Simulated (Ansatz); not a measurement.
**TiAl3: how the free axis answers a strain**

TiAl3, Pm-3m, a = 3.956 Å. This isn't the usual stable structure of the compound. Ansatz: r2SCAN, PAW, 500 eV, Γ-centred 14×14×14 mesh on 4 atoms, Gaussian smearing 0.10 eV; no spin polarisation. Series: biaxial strain in the a-b plane, c and atoms relaxed; x is the strain in per cent. y is the change of c in per cent of 3.956 Å.

```
x (%) y (%)
 -6.0      ?
 -4.0   2.99
 -2.0   1.45
  0.0   0.00
  2.0  -1.36
  4.0  -2.64
  6.0  -4.06
```

Fit y = c1 x + c2 x² to the other rows, say what c1 measures, and predict the missing y.

Least squares on the rows shown. y = −0.7117 x + 0.007349 x². With no stress along c, c1 = −2C12/C11 = -0.712. At x = -6.0 the fit asked for gives 4.53 %. The run gave 4.79 %, so the fit is 0.26 % too low, 2.9 % of the span of the series, against an rms of 0.05 % on the fitted rows. The row lies outside the fitted range. With a term in x³ added, a fit to the same known rows predicts 4.80 %, so most of the miss is curvature that the known rows already hold.